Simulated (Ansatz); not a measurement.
α-phase Li3N was calculated with BLYP (PAW; Ansatz, a first-principles code).

Settings: plane-wave cutoff 520 eV, 12×12×10 k mesh (along the axes of the cell as run), Fermi–Dirac smearing 0.01 eV, scalar-relativistic PAW data made under PBE.

Computed at the level's own relaxed cell.

```yaml
crystal:
  lattice:
    - [1.82098, -3.15403, 0.00000]
    - [1.82098, 3.15403, 0.00000]
    - [0.00000, 0.00000, 3.87135]
  atoms:
    - { symbol: Li, position: [0.33333, 0.66667, 0.00000] }
    - { symbol: Li, position: [0.66667, 0.33333, 0.00000] }
    - { symbol: Li, position: [0.00000, 0.00000, 0.50000] }
    - { symbol: N, position: [0.00000, 0.00000, 0.00000] }
```

List the 5 lowest band energies at Γ above −25 eV (eV, relative to the valence band maximum), grouping those that round alike.

At Γ: -11.40, -1.54, -0.21 (×2), 1.35.
